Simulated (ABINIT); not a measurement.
# InP (F-43m) in ABINIT: a series of runs, part 3 of 3

ABINIT 10.8.3 (patched build).

## 6. Band structure, LDA-PZ

run.abi

```
# Datasets: ground state, then fixed potential
ndtset 2

# Pseudopotentials
pp_dirpath "./"
pseudos "In.LDA_PW-JTH_sp.xml, P.LDA_PW-JTH.xml"

# Structure
acell 3*1.0
rprim
     0.0000000000     5.5378424082     5.5378424082
     5.5378424082     0.0000000000     5.5378424082
     5.5378424082     5.5378424082     0.0000000000
ntypat 2
znucl 49 15
natom 2
typat 1 2
xcart
     0.0000000000     0.0000000000     0.0000000000
     8.3067636123     8.3067636123     8.3067636123

# Plane-wave basis
ecut 20.0
pawecutdg 40.0

# Exchange and correlation
ixc 2

# Bands and occupations
occopt 3
tsmear 0.00183747

# SCF cycle
nstep 100

# Output
iomode 3
prtwf 0
prteig 0
prtebands 0
enunit 2
prtden1 1

# Dataset 1
kptopt1 1
ngkpt1 8 8 8
nshiftk1 1
shiftk1 0.0 0.0 0.0
nband1 8
tolvrs1 1.0e-9

# Dataset 2: bands along G-X-W-K-G-L-U-W-L-K
iscf2 -2
getden2 1
nband2 12
nbdbuf2 2
tolwfr2 1.0e-12
kptopt2 -9
ndivsm2 6
prteig2 1
prtvol2 -3
kptbounds2
     0.0000000000     0.0000000000     0.0000000000
     0.5000000000     0.0000000000     0.5000000000
     0.5000000000     0.2500000000     0.7500000000
     0.3750000000     0.3750000000     0.7500000000
     0.0000000000     0.0000000000     0.0000000000
     0.5000000000     0.5000000000     0.5000000000
     0.6250000000     0.2500000000     0.6250000000
     0.5000000000     0.2500000000     0.7500000000
     0.5000000000     0.5000000000     0.5000000000
     0.3750000000     0.3750000000     0.7500000000
```

Potentials or basis: JTH PAW LDA v2.0 sp.

The run is started by

```sh
abinit run.abi > log 2>&1
```

run.abo:

```text
.Version 10.8.3 of ABINIT
 DATASET    1 : space group F-4 3 m (#216); Bravais cF (face-center cubic)
================================================================================
 Values of the parameters that define the memory need for DATASET  1.
     intxc =       0    ionmov =       0      iscf =      17    lmnmax =      13
     lnmax =       5     mgfft =      32  mpssoang =       3    mqgrid =    3001
     natom =       2  nloc_mem =       2    nspden =       1   nspinor =       1
    nsppol =       1      nsym =      24    n1xccc =       1    ntypat =       2
    occopt =       3   xclevel =       1
       mpw =        1475          nfft =       32768          nkpt =          29
 PAW method is used; the additional fine FFT grid is defined by:
   mgfftf=        48    nfftf =    110592
================================================================================
================================================================================

 DATASET    2 : space group F-4 3 m (#216); Bravais cF (face-center cubic)
================================================================================
 Values of the parameters that define the memory need for DATASET  2.
     intxc =       0    ionmov =       0      iscf =      -2    lmnmax =      13
     lnmax =       5     mgfft =      32  mpssoang =       3    mqgrid =    3001
     natom =       2  nloc_mem =       2    nspden =       1   nspinor =       1
    nsppol =       1      nsym =      24    n1xccc =       1    ntypat =       2
    occopt =       3   xclevel =       1
       mpw =        1472          nfft =       32768          nkpt =         103
 PAW method is used; the additional fine FFT grid is defined by:
   mgfftf=        48    nfftf =    110592
================================================================================
================================================================================

--------------------------------------------------------------------------------
------------- Echo of variables that govern the present computation ------------
[... 1170 lines left out ...]
  -0.28023   -0.14165   -0.05882   -0.00290    0.15147    0.23632    0.32892    0.33161
   0.36279    0.41985    0.54064    0.57635
 kpt# 103, nband= 12, wtk=  1.00000, kpt=  0.3750  0.3750  0.7500 (reduced coord)
  -0.27870   -0.14309   -0.05780   -0.00596    0.14835    0.22582    0.33976    0.34170
   0.36333    0.42518    0.53814    0.57633
 Eigenvalues (   eV  ) for nkpt= 103  k points:
 kpt#   1, nband= 12, wtk=  1.00000, kpt=  0.0000  0.0000  0.0000 (reduced coord)
  -9.74071    1.80387    1.80387    1.80387    2.38147    5.81052    5.81052    5.81052
  10.11866   11.05900   11.05900   12.84702
 kpt#   2, nband= 12, wtk=  1.00000, kpt=  0.0294  0.0000  0.0294 (reduced coord)
  -9.72892    1.55934    1.76792    1.76792    2.62386    5.76270    5.85856    5.85856
  10.19584   10.90177   11.06848   12.87396
 kpt#   3, nband= 12, wtk=  1.00000, kpt=  0.0588  0.0000  0.0588 (reduced coord)
  -9.69363    1.15090    1.66567    1.66567    3.02439    5.62975    5.99726    5.99726
  10.39142   10.55282   11.09692   12.95461
 kpt#   4, nband= 12, wtk=  1.00000, kpt=  0.0882  0.0000  0.0882 (reduced coord)
  -9.63507    0.71914    1.51110    1.51110    3.43771    5.43592    6.21242    6.21242
  10.04965   10.78160   11.14415   13.08799
 kpt#   5, nband= 12, wtk=  1.00000, kpt=  0.1176  0.0000  0.1176 (reduced coord)
  -9.55365    0.28271    1.32089    1.32089    3.83605    5.20749    6.48758    6.48758
   9.59195   11.20989   11.21842   13.27325
 kpt#   6, nband= 12, wtk=  1.00000, kpt=  0.1471  0.0000  0.1471 (reduced coord)
  -9.44999   -0.15350    1.11025    1.11025    4.19896    4.96660    6.80778    6.80778
[... 278 lines left out ...]
  -7.87527   -3.82190   -1.09948    0.26943    4.39638    6.45308    7.89929    8.48143
  10.56956   11.55787   13.27900   14.41011
 kpt# 100, nband= 12, wtk=  1.00000, kpt=  0.4125  0.4125  0.6750 (reduced coord)
  -7.78317   -3.80593   -1.36334    0.14131    4.32470    6.63301    8.28868    8.41977
  10.30110   11.44635   13.89928   14.72957
 kpt# 101, nband= 12, wtk=  1.00000, kpt=  0.4000  0.4000  0.7000 (reduced coord)
  -7.69628   -3.81819   -1.53342    0.02354    4.22271    6.62505    8.59163    8.67429
  10.05813   11.39350   14.45724   15.09796
 kpt# 102, nband= 12, wtk=  1.00000, kpt=  0.3875  0.3875  0.7250 (reduced coord)
  -7.62557   -3.85448   -1.60065   -0.07889    4.12182    6.43060    8.95033    9.02354
   9.87199   11.42482   14.71158   15.68326
 kpt# 103, nband= 12, wtk=  1.00000, kpt=  0.3750  0.3750  0.7500 (reduced coord)
  -7.58378   -3.89378   -1.57274   -0.16215    4.03677    6.14492    9.24521    9.29820
   9.88669   11.56978   14.64365   15.68276

== END DATASET(S) ==============================================================
================================================================================

 -outvars: echo values of variables after computation  --------
            acell      1.0000000000E+00  1.0000000000E+00  1.0000000000E+00 Bohr
           etotal1    -8.8568645078E+00
            fcart1    -2.3741523836E-31  4.7483047673E-32  1.4244914302E-31
                       2.3741523836E-31 -4.7483047673E-32 -1.4244914302E-31
            rprim      0.0000000000E+00  5.5378424082E+00  5.5378424082E+00
                       5.5378424082E+00  0.0000000000E+00  5.5378424082E+00
                       5.5378424082E+00  5.5378424082E+00  0.0000000000E+00
           strten1    -4.0628173987E-05 -4.0628173987E-05 -4.0628173987E-05
                       0.0000000000E+00  0.0000000000E+00  0.0000000000E+00
           xangst      0.0000000000E+00  0.0000000000E+00  0.0000000000E+00
                       4.3957499970E+00  4.3957499970E+00  4.3957499970E+00
             xred      0.0000000000E+00  0.0000000000E+00  0.0000000000E+00
                       7.5000000000E-01  7.5000000000E-01  7.5000000000E-01
 Calculation completed.
```

Wall time 32 s (1 thread of Arm Neoverse V1, shared host); peak memory 0.13 GiB.

Results:

| Quantity | Value |
| --- | --- |
| Free energy | -241.0076 eV |
| Pressure | 1.2 GPa |
| Band gap on the k mesh | 0.58 eV, direct |
| Band gap along the path | 0.58 eV, direct |
| Valence electrons inside the program's atomic spheres | In 2.42; P 1.60 |

Levels at the corners of the path, in eV from the valence-band top:
| point | band 1 | band 2 | band 3 | band 4 | band 5 | band 6 | band 7 | band 8 |
| --- | --- | --- | --- | --- | --- | --- | --- | --- |
| Γ | -11.54 | 0.00 | 0.00 | 0.00 | 0.58 | 4.01 | 4.01 | 4.01 |
| X | -9.36 | -5.86 | -2.35 | -2.35 | 1.61 | 2.14 | 9.12 | 9.46 |
| W | -9.31 | -5.68 | -3.04 | -2.96 | 4.23 | 4.35 | 5.48 | 6.08 |
| K | -9.39 | -5.70 | -3.38 | -1.97 | 2.23 | 4.34 | 7.44 | 7.49 |
| Γ | -11.54 | 0.00 | 0.00 | 0.00 | 0.58 | 4.01 | 4.01 | 4.01 |
| L | -10.00 | -5.81 | -0.98 | -0.98 | 1.37 | 4.73 | 4.73 | 6.99 |
| U | -9.39 | -5.70 | -3.38 | -1.97 | 2.23 | 4.34 | 7.44 | 7.49 |
| W | -9.31 | -5.68 | -3.04 | -2.96 | 4.23 | 4.35 | 5.48 | 6.08 |
| L | -10.00 | -5.81 | -0.98 | -0.98 | 1.37 | 4.73 | 4.73 | 6.99 |
| K | -9.39 | -5.70 | -3.38 | -1.97 | 2.23 | 4.34 | 7.44 | 7.49 |

Caveat: spin-orbit coupling is left out, which moves the levels of the heavy elements; this set keeps more shells in the core, which shifts pressures and gaps.

## 7. Summary

| task | level | potentials or basis | cutoff (eV) | fine-grid cutoff | gap on the mesh (eV) | pressure (GPa) | V0 of scaled cells (Å³/atom) | B0 (GPa) |
| --- | --- | --- | --- | --- | --- | --- | --- | --- |
| equation of state | WC | JTH PAW PBE v2.0 sp | 544 | 1088.46 eV | - | - | 26.25 | 68 |
| equation of state | revPBE | JTH PAW PBE v2.0 sp | 544 | 1088.46 eV | - | - | - | - |
| equation of state | WC | JTH PAW PBE v2.0 | 544 | 1088.46 eV | - | - | 25.43 | 66 |
| band structure | PBE | PseudoDojo NC SR PBE v0.4.1 standard | 952 | - | 0.71 | 3.4 | - | - |
| band structure | LDA-PZ | JTH PAW LDA v2.0 sp | 544 | 1088.46 eV | 0.58 | 1.2 | - | - |

Alike in all rows: no spin polarisation; cell as given; k mesh 8 × 8 × 8; smearing fermi-dirac 0.05 eV.

Caveats: pressures at fixed basis lie under the slope of the energies (some runs); the PAW data sets were made with another functional, which shifts forces and pressure a little (some runs); this set keeps more shells in the core, which shifts pressures and gaps (some runs); spin-orbit coupling is left out, which moves the levels of the heavy elements (some runs); the minimum lies outside the volumes run (some runs).

Absolute energies hang on the potentials; compare differences alone.

## 8. How close it comes

Step 2. Measured bulk modulus of InP: 71 GPa (a printed reference work, data compilation). This calculation gives 68 GPa (-3.9 %). The fit is for a static lattice scaled at fixed shape and fixed fractional positions.

Step 4. Against the measured bulk modulus of InP, 71 GPa (a printed reference work, data compilation), the calculated 66 GPa is off by -6.4 %. The fit is for a static lattice scaled at fixed shape and fixed fractional positions.

Step 5. A measured gap of InP is 1.4236 eV (direct; 1.6 K; a printed reference work, data compilation); the calculated 0.71 eV misses it by -0.71 eV. Spin-orbit coupling on In is left out. The value is that of PBE, without temperature or zero-point motion. Semilocal functionals fall short of measured gaps as a rule.

Step 6. Measured gap of InP: 1.4236 eV (direct; 1.6 K; a printed reference work, data compilation). This calculation gives 0.58 eV (-0.85 eV). Spin-orbit coupling on In is left out. The value is that of LDA-PZ, without temperature or zero-point motion. Semilocal functionals fall short of measured gaps as a rule.
